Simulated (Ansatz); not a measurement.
**Pt: energy along a strain**

Pt, Fm-3m, a = 3.940 Å. Ansatz: r2SCAN, PAW, 500 eV, Γ-centred 26×26×26 mesh on 1 atom, Gaussian smearing 0.15 eV; no spin polarisation. Cell vectors (Å): 0.000 1.970 1.970; 1.970 0.000 1.970; 1.970 1.970 0.000. The cell is strained by x per cent times the pattern (0 0 0 1 0 0) in the order xx yy zz yz xz xy (engineering shears), with fractional coordinates held. y is the free energy over the start, V0 = 15.293 Å³/atom. Symmetry makes y even in x.

```
x (%) y (meV/atom)
-4.00          4.79
-2.00          1.16
 0.00          0.00
 1.00          0.29
 3.00             ?
 3.50          3.63
```

Fit y = c2 x² + c4 x⁴ to the other rows, get the stiffness along the pattern, and predict the missing energy.

Least squares on the rows shown. y = 0.2868 x² + 0.0007823 x⁴. The clamped-ion stiffness p·C·p = 2 × 2.868 eV × 160.2 / 15.293 Å³ = 60 GPa, which is C44 in these axes. At x = 3.00 the fit asked for gives 2.64 meV/atom. The run gave 2.64 meV/atom, the same to the digits shown.

Spin–orbit coupling is left out, which can shift energies with elements as heavy as these.

Cost: 6 runs of about 4.4 core-minutes in all, on Arm Neoverse V2 (shared hosts).